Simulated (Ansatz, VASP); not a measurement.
**CaO in VASP and in Ansatz**

INCAR

```
ALGO = Normal
EDIFF = 1E-6
ENCUT = 520
GGA = PE
ISIF = 2
ISMEAR = 0
LASPH = T
LCHARG = T
LELF = T
LREAL = F
LVHAR = T
LWAVE = F
NBANDS = 24
NELM = 60
PREC = Accurate
SIGMA = 0.05
```

The input KPOINTS:

```
k-points
0
Gamma
  9 9 6
```

File POSCAR:

```
CaO
1.0
    4.0702697375      0.0000000000      0.0000000000
   -2.0351348687      3.5249569929      0.0000000000
    0.0000000000      0.0000000000      4.8786842274
Ca O
2 2
Direct
    0.3333333300      0.6666666700      0.7500000000
    0.6666666700      0.3333333300      0.2500000000
    0.3333333300      0.6666666700      0.2500000000
    0.6666666700      0.3333333300      0.7500000000
```

Input for Ansatz:

```yaml
crystal:
  lattice:
    - [4.0702697375, 0.0, 0.0]
    - [-2.0351348687, 3.5249569929, 0.0]
    - [0.0, 0.0, 4.8786842274]
  atoms:
    - { symbol: Ca, position: [0.33333333, 0.66666667, 0.75] }
    - { symbol: Ca, position: [0.66666667, 0.33333333, 0.25] }
    - { symbol: O, position: [0.33333333, 0.66666667, 0.25] }
    - { symbol: O, position: [0.66666667, 0.33333333, 0.75] }
basis:
  ecutwfc: 420
  fft_grid_basis: typed
kpoints:
  mp_grid: { grid: [9, 9, 6] }
hamiltonian:
  xc: pbe
  pseudopotentials: { kind: paw }
scf:
  occupations: { method: gaussian, width: 0.05 }
output:
  forces: true
  stress: true
  eigenvalues: true
  bader: true
  write_density: true
  volumetric_format: npy
  elf: true
```

The cell comes from a database or a generator and needn't be the stable form of this composition.

Alike in both runs: task single point; functional PBE; k mesh 9 × 9 × 6; occupations gaussian, width 0.05 eV; no spin polarisation.

|  | VASP | Ansatz |
| --- | --- | --- |
| version | VASP 6.6.1 | Ansatz 0.2.0 |
| potentials or method | VASP PAW PBE potentials, release 64 (Ca_sv, O) | scalar-relativistic, plane waves, PAW |
| plane-wave cutoff (eV) | 520 | 420 |
| valence electrons in the cell | 32 | 32 |

```tsv
	VASP	Ansatz	Ansatz less VASP
gap on the k mesh at the Fermi level (eV)	2.96	2.97	+0.013
pressure (GPa)	-3.3	-3.7	-0.38
largest component of the traceless stress (GPa)	0.13	0.15	+0.015
```

Caveats: an odd mesh through Γ misses points on the zone boundary, where band edges often lie.
